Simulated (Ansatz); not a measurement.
Set up this calculation in Ansatz 0.2.0, as the native input.

| Item | Value |
| --- | --- |
| Task | projected density of states |
| Functional | r2SCAN |
| Potentials or basis | Ansatz PAW |
| Cutoff | 500 eV (not typed: the program's choice for these potentials) |
| k mesh | 7 × 7 × 6 |
| Occupations | fermi-dirac, width 0.05 eV |
| Spin | no spin polarisation |

The system is BaTiO3.

```xyz
10
Lattice="4.5339 -2.9380 -2.8445 -4.1792 -2.1732 2.5787 -4.6762 2.6714 -2.7780" Properties=species:S:1:pos:R:3 pbc="T T T"
Ba    0.0840   -2.6676   -2.9251
Ba    0.3596   -5.0980   -0.2695
Ti   -2.2602   -0.0254   -2.8155
Ti   -2.0304   -2.4394   -0.1341
O     0.1677   -2.5637   -0.1876
O    -0.0743   -0.1457   -2.8591
O    -2.1593   -1.1997   -1.5176
O    -6.5741   -0.9440   -1.6257
O    -2.3575    1.3116   -1.4278
O    -2.0878   -1.1006    1.2786
```

The cell isn't the ideal one: cell sheared at random, sigma 0.06, atoms nudged by 0.01 Å.

The input as run:

input.yaml

```yaml
crystal:
  lattice:
    - [4.53387605, -2.93796388, -2.84448813]
    - [-4.17915424, -2.17324007, 2.57872365]
    - [-4.67623927, 2.67137974, -2.77803116]
  atoms:
    - { symbol: Ba, position: [0.99294384, 0.49864198, 0.49912084] }
    - { symbol: Ba, position: [0.99811969, 0.99663923, 0.000137] }
    - { symbol: Ti, position: [0.49526869, 0.25090263, 0.73929018] }
    - { symbol: Ti, position: [0.49332958, 0.75157672, 0.24081355] }
    - { symbol: O, position: [0.5108239, 0.50216355, 0.01062875] }
    - { symbol: O, position: [0.51040972, 0.0023124, 0.5087025] }
    - { symbol: O, position: [0.49548448, 0.49573515, 0.49912776] }
    - { symbol: O, position: [0.49557131, 0.99266336, 0.99920158] }
    - { symbol: O, position: [0.01119185, 0.00686691, 0.50886708] }
    - { symbol: O, position: [0.00441694, 0.50249807, 0.00167076] }
hamiltonian:
  xc: r2scan
  pseudopotentials: { kind: paw }
kpoints:
  mp_grid: { grid: [7, 7, 6] }
scf:
  occupations: { method: fermi_dirac, width: 0.05 }
  n_extra_bands: 25
output:
  forces: true
  stress: true
  eigenvalues: true
  dos: { projected: true, de: 0.05, nscf_kmesh: { grid: [11, 11, 9] } }
```

Potentials or basis: Ansatz PAW.

Launch:

```bash
$ ansatz run input.yaml --threads 4 --pin off --max-ram 11264MiB --backend cpu --events-out ev --progress --plain --runs-dir out
```

It gave:

```
Pressure               : 11.6 GPa
Largest force          : 0.983 eV/Å
Band gap on the k mesh : 1.34 eV
```

Caveat: odd divisions of the mesh miss points on the zone boundary, where band edges often lie, so the gap on the mesh can be too wide; spin-orbit coupling is left out, which moves the levels of the heavy elements; the PAW data sets come from PBE, with cores solved anew for the run's functional, which leaves a small shift of forces and pressure; the density of states is complete only up to the lowest level of the last band computed.

It took 120 s on 4 threads of Intel(R) Xeon(R) 6975P-C (Granite Rapids), with other jobs on the host, peak memory 2.8 GiB.
